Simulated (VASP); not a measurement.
# Sn (I4_1/amd) in VASP: notebook, part 3 of 3

VASP 6.6.1. The steps go on from the part before.

### Step 5. Relaxation of cell and atoms, LDA

This run uses another cell than the first one, of 26.15 Å³/atom, 0.962 times its volume.

Contents of INCAR:

```
PREC = Accurate ; ENCUT = 600
EDIFF = 1E-7 ; ISMEAR = 0
SIGMA = 0.03 ; LREAL = F
LASPH = T ; NELM = 80
ALGO = Normal ; ISIF = 3
LWAVE = F ; LCHARG = F
GGA = CA ; IBRION = 2
NSW = 90 ; EDIFFG = -0.005
```

Contents of KPOINTS:

```
regular mesh
0
Gamma
  12 12 12
```

Contents of POSCAR:

```
Sn                                      
1.0
   -2.8894164327      2.8894164327      1.5661021697
    2.8894164327     -2.8894164327      1.5661021697
    2.8894164327      2.8894164327     -1.5661021697
  Sn            
     2
Direct
     0.0000000000000000    0.0000000000000000    0.0000000000000000
     0.7500000000000000    0.2500000000000000    0.5000000000000000
```

Potentials or basis: VASP PAW LDA potentials, release 64 (Sn_d).

The run is started by

```sh
$ cat potpaw_LDA.64/Sn_d/POTCAR > POTCAR
$ mpirun -np 1 vasp_std > vasp.out
```

OUTCAR:

```text
PREC = Accurate
   ENCUT = 600
   EDIFF = 1E-7
   ISMEAR = 0
   LREAL = F
   LASPH = T
   NELM = 80
   ISIF = 3
   GGA = CA
   IBRION = 2
   NSW = 90
   EDIFFG = -0.005

 ion  position               nearest neighbor table
   1  0.000  0.000  0.000-   2 2.99   2 2.99   2 2.99   2 2.99   2 3.72   2 3.72   2 3.72   2 3.72

   2  0.750  0.250  0.500-   1 2.99   1 2.99   1 2.99   1 2.99   1 3.72   1 3.72   1 3.72   1 3.72

  LATTYP: Found a body centered tetragonal cell.
 ALAT       =     5.7788328654
 C/A-ratio  =     0.5420133117

  Lattice vectors:

 A1 = (  -2.8894164327,   2.8894164327,   1.5661021697)
 A2 = (   2.8894164327,  -2.8894164327,   1.5661021697)
 A3 = (   2.8894164327,   2.8894164327,  -1.5661021697)

Analysis of symmetry for initial positions (statically):
=====================================================================
 Subroutine PRICEL returns:
 Original cell was already a primitive cell.

 Routine SETGRP: Setting up the symmetry group for a
 body centered tetragonal supercell.

 Subroutine GETGRP returns: Found 16 space group operations
 (whereof  8 operations were pure point group operations)
 out of a pool of 16 trial point group operations.

The static configuration has the point symmetry D_2d.
 The point group associated with its full space group is D_4h.

Analysis of symmetry for dynamics (positions and initial velocities):
=====================================================================
 Subroutine PRICEL returns:
 Original cell was already a primitive cell.

 Routine SETGRP: Setting up the symmetry group for a
 body centered tetragonal supercell.

[... 170 lines left out ...]
  volume of cell :       52.30
      direct lattice vectors                 reciprocal lattice vectors
    -2.889416433  2.889416433  1.566102170     0.000000000  0.173045323  0.319263972
     2.889416433 -2.889416433  1.566102170     0.173045323  0.000000000  0.319263972
     2.889416433  2.889416433 -1.566102170     0.173045323  0.173045323  0.000000000

 POSITION                                       TOTAL-FORCE (eV/Angst)
 -----------------------------------------------------------------------------------
      0.00000      0.00000      0.00000         0.000000      0.000000     -0.000000
     -0.00000      2.88942      0.78305        -0.000000     -0.000000      0.000000
 -----------------------------------------------------------------------------------
    total drift:                               -0.000000      0.000000     -0.000000

  FREE ENERGIE OF THE ION-ELECTRON SYSTEM (eV)
  ---------------------------------------------------
  free  energy   TOTEN  =        -8.9813585449 eV

  energy  without entropy=       -8.9809406105  energy(sigma->0) =       -8.98114958

--------------------------------------- Ionic step        2  -------------------------------------------

 number of electron      28.0000011 magnetization

 Free energy of the ion-electron system (eV)
  ---------------------------------------------------
  ext. energy  EPLUGINS =         0.00000000
  ---------------------------------------------------
  free energy    TOTEN  =        -8.98136429 eV

  energy without entropy =       -8.98094579  energy(sigma->0) =       -8.98115504

 E-fermi :   8.1584     XC(G=0): -10.7192

 val. band max:        8.1528758716   @ k =  -0.1667  -0.1667   0.0833
 cond. band min:       8.1835169020   @ k =   0.2500   0.0833   0.0000
 fundamental gap:      0.0306410303
 Fermi energy:         8.1583503666

 k-point     1 :       0.0000    0.0000    0.0000
  band No.  band energies     occupation
      1     -13.4517      2.00000
      2     -13.3605      2.00000
      3     -13.3119      2.00000
      4     -13.3014      2.00000
      5     -13.1232      2.00000
      6     -13.1232      2.00000
[... 481 lines left out ...]
      5     -13.1823      2.00000
      6     -13.1525      2.00000
[... 10 lines left out ...]
     17      11.2168      0.00000
     18      13.6358      0.00000

 [... further k-points ...]
[... 5 lines left out ...]
  --------------------------------------------------------------------------------------
  -------------------------------------------------------------------------------------
  Total        0.0022298      0.0022298      0.0023225      0.0000000      0.0000000      0.0000000
  in kB        0.0682639      0.0682639      0.0710997      0.0000000      0.0000000      0.0000000
  external PRESSURE =       0.0692092 kB  Pullay stress =       0.0000000 kB

 VOLUME and BASIS-vectors are now :
 -----------------------------------------------------------------------------
  energy-cutoff  :      600.00
  volume of cell :       52.33
      direct lattice vectors                 reciprocal lattice vectors
    -2.890130668  2.890130668  1.566375192     0.000000000  0.173002559  0.319208324
     2.890130668 -2.890130668  1.566375192     0.173002559  0.000000000  0.319208324
     2.890130668  2.890130668 -1.566375192     0.173002559  0.173002559  0.000000000

 POSITION                                       TOTAL-FORCE (eV/Angst)
 -----------------------------------------------------------------------------------
      0.00000      0.00000     -0.00000        -0.000000     -0.000000     -0.000000
      0.00000      2.89013      0.78319         0.000000      0.000000      0.000000
 -----------------------------------------------------------------------------------
    total drift:                               -0.000000      0.000000     -0.000000

  FREE ENERGIE OF THE ION-ELECTRON SYSTEM (eV)
  ---------------------------------------------------
  free  energy   TOTEN  =        -8.9813642885 eV

  energy  without entropy=       -8.9809457919  energy(sigma->0) =       -8.98115504

 reached required accuracy - stopping structural energy minimisation
```

CONTCAR:

```text
Sn
   1.00000000000000
    -2.8901306677028522    2.8901306677028522    1.5663751916179947
     2.8901306677028522   -2.8901306677028522    1.5663751916179947
     2.8901306677028522    2.8901306677028522   -1.5663751916179947
  Sn
     2
Direct
     0.0000000000000000    0.0000000000000000    0.0000000000000000
     0.7500000000000000    0.2500000000000000    0.5000000000000000

  0.00000000E+00  0.00000000E+00  0.00000000E+00
  0.00000000E+00  0.00000000E+00  0.00000000E+00
```

Run time: 2.2 min. Hardware: 1 thread of Intel Xeon Platinum 8488C (Sapphire Rapids), shared host; peak memory 0.29 GiB.

What came out:

| Item | Value |
| --- | --- |
| Free energy | -8.9814 eV |
| Relaxed volume | 26.17 Å³/atom |
| Relaxed cell | a = 4.377 Å, b = 4.377 Å, c = 4.377 Å, α = 97.36°, β = 97.36°, γ = 138.06° |
| Space group after relaxing (to 0.05 Å) | I4_1/amd (No. 141) |
| Energy gained by relaxing | 0.0 meV/atom |
| Ionic steps | 2 |
| Pressure after relaxing | 0.0 GPa |
| Band gap on the k mesh | none (metal or under the smearing width) |

Final structure:
```
Sn
1.0
    -2.89013    2.89013    1.56638
     2.89013   -2.89013    1.56638
     2.89013    2.89013   -1.56638
Sn
2
Direct
  0.00000 0.00000 0.00000
  0.75000 0.25000 0.50000
```

### Step 6. Relaxation of cell and atoms, PBE

Contents of INCAR:

```
SYSTEM = Sn
  PREC = Accurate
  ENCUT = 300
  EDIFF = 1E-6
  ISMEAR = 0
  SIGMA = 0.03
  LREAL = .FALSE.
  LASPH = .TRUE.
  NELM = 80
  ALGO = Normal
  ISIF = 3
  LWAVE = .FALSE.
  LCHARG = .FALSE.
  GGA = PE
  IBRION = 2
  NSW = 90
  EDIFFG = -0.01
```

Contents of KPOINTS:

```
regular mesh
0
G
  6 6 6
  0 0 0
```

Contents of POSCAR:

```
Sn
1.0
   -2.9196440750      2.9196440750      1.5938000000
    2.9196440750     -2.9196440750      1.5938000000
    2.9196440750      2.9196440750     -1.5938000000
Sn
2
Direct
    0.0000000000      0.0000000000      0.0000000000
    0.7500000000      0.2500000000      0.5000000000
```

Potentials or basis: VASP PAW PBE potentials, release 64 (Sn).

The run is started by

```sh
$ cat potpaw_PBE.64/Sn/POTCAR > POTCAR
$ mpirun -np 1 vasp_std > vasp.out
```

Wall time 18 s (1 thread of Intel Xeon Platinum 8488C (Sapphire Rapids), shared host); peak memory 0.15 GiB.

The run converged. Its results:

- Free energy: -7.5783 eV
- Relaxed volume: 28.29 Å³/atom
- Relaxed cell: a = 4.503 Å, b = 4.503 Å, c = 4.503 Å, α = 97.22°, β = 97.22°, γ = 138.49°
- Space group after relaxing (to 0.05 Å): I4_1/amd (No. 141)
- Energy gained by relaxing: 9.2 meV/atom
- Ionic steps: 6
- Pressure after relaxing: 0.0 GPa
- Band gap on the k mesh: none (metal or under the smearing width)

Step by step:
```
step  energy change (eV)  largest force (eV/Å)  pressure (GPa)  volume (Å³)
   1              0.0000                0.0000            2.21        54.34
   2             -0.0171                0.0000           -0.59        57.34
   3             -0.0183                0.0000           -0.05        56.66
   4             -0.0183                0.0000           -0.09        56.70
   5             -0.0185                0.0000           -0.02        56.62
   6             -0.0185                0.0000            0.01        56.59
```

Final structure:
```
CELL_PARAMETERS angstrom
-2.97733 2.97733 1.59586
2.97733 -2.97733 1.59586
2.97733 2.97733 -1.59586
ATOMIC_POSITIONS crystal
Sn 0.00000 0.00000 0.00000
Sn 0.75000 0.25000 0.50000
```

Levels at points of the mesh, in eV from the Fermi level:
```
           k point  band 1  band 2  band 3  band 4  band 5  band 6  band 7  band 8
(0.00, 0.00, 0.00)  -10.95   -4.03   -2.04   -2.04    2.86    5.78    5.78    6.69
(0.50, 0.00, 0.00)   -6.86   -5.34   -2.48   -1.79   -1.11    2.19    2.62    4.34
(0.50, 0.50, 0.00)   -8.83   -8.83    0.41    0.41    1.26    1.26    5.98    5.98
(0.50, 0.50, 0.50)   -7.66   -7.66   -4.71   -4.71    5.07    5.07    8.68    8.68
```

Caveat: the k mesh is coarse (spacing up to 0.37 Å⁻¹), so the values aren't converged.

### Step 7. Overview

| level | potentials or basis | cell | k mesh | cutoff (eV) | target pressure | mesh quality | gap on the mesh (eV) | pressure (GPa) | relaxed volume (Å³/atom) |
| --- | --- | --- | --- | --- | --- | --- | --- | --- | --- |
| LDA | VASP PAW LDA potentials, release 64 (Sn_d) | relaxed to 10.9 GPa | 12 × 12 × 12 | 600 | 10.9 GPa | not flagged | none | 10.9 | - |
| LDA | VASP PAW LDA potentials, release 64 (Sn_d) | relaxed | 12 × 12 × 12 | 600 | - | not flagged | none | 0.0 | 26.17 |
| PBE | VASP PAW PBE potentials, release 64 (Sn) | relaxed | 6 × 6 × 6 | 300 | - | coarse | none | 0.0 | 28.29 |

Alike in all rows: task relaxation of cell and atoms; no spin polarisation; smearing gaussian 0.03 eV.

Caveats: some runs use coarse meshes; the cell is relaxed towards a set pressure, so the enthalpy falls and the energy may rise (some runs).

Total energies depend on the potentials used, so only differences within one code and one set of settings carry meaning.
